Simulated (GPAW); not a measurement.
Set up this calculation in GPAW 26.7.0, as an ASE script.

- Task: relaxation of cell and atoms
- Functional: PBEsol
- Potentials or basis: PAW data sets generated in the run's folder for this functional
- Cutoff: 600 eV
- Basis: pw
- k mesh: 11 × 11 × 11
- Occupations: fermi-dirac, width 0.05 eV
- Spin: no spin polarisation
- Maxiter: 150
- Optimizer: BFGS
- Fmax: 0.02 eV/Å
- Max steps: 60
- Convergence: density=1e-05 forces=0.0001

Crystal: Nb.

```
CELL_PARAMETERS angstrom
0.00000 2.11500 2.11500
2.11500 0.00000 2.11500
2.11500 2.11500 0.00000
ATOMIC_POSITIONS crystal
Nb 0.00000 0.00000 0.00000
```

This isn't the form of Nb at room conditions, which is bcc.

The input as run:

run.py

```python
from ase import Atoms
from ase.filters import FrechetCellFilter
from ase.io import write
from ase.optimize import BFGS
from gpaw import GPAW, PW, setup_paths

setup_paths.insert(0, '.')

atoms = Atoms(['Nb'],
              cell=[[0.0, 2.115, 2.115],
                    [2.115, 0.0, 2.115],
                    [2.115, 2.115, 0.0]],
              scaled_positions=[[0.0, 0.0, 0.0]],
              pbc=True)

calc = GPAW(mode=PW(600),
            xc='PBEsol',
            kpts={'size': (11, 11, 11), 'gamma': True},
            occupations={'name': 'fermi-dirac', 'width': 0.05},
            nbands=15,
            convergence={'density': 1e-05, 'forces': 0.0001},
            maxiter=150,
            txt='gpaw.txt')
atoms.calc = calc
opt = BFGS(FrechetCellFilter(atoms), trajectory='relax.traj', logfile='-')
done = opt.run(fmax=0.02, steps=60)
calc.write('gs.gpw')
write('result.traj', atoms)
print('Converged:', done)
print('Cell:', atoms.cell.cellpar().round(4))
print('Volume:', round(atoms.get_volume(), 4))
print(atoms.get_scaled_positions().round(5))
```

Potentials or basis: PAW data sets generated in the run's folder for this functional, pw.

Launch:

```console
$ gpaw-setup -f PBEsol Nb
$ OMP_NUM_THREADS=1 python run.py
```

Results of the run:

```json
{
 "Relaxed volume": "18.00 Å³/atom",
 "Relaxed cell": "a = 2.941 Å, b = 2.941 Å, c = 2.941 Å, α = 60.00°, β = 60.00°, γ = 60.00°",
 "Space group after relaxing (to 0.05 Å)": "Fm-3m (No. 225)",
 "Energy gained by relaxing": "23.9 meV/atom",
 "Ionic steps": "3",
 "Pressure after relaxing": "0.1 GPa",
 "Band gap on the k mesh": "none (metal or under the smearing width)"
}
```

Caveat: later steps reuse the first step's grids.

Run time: 41 s on 1 thread of Intel(R) Xeon(R) Platinum 8259CL CPU @ 2.50GHz (Skylake/Cascade Lake), on a shared host, peak memory 0.16 GiB.
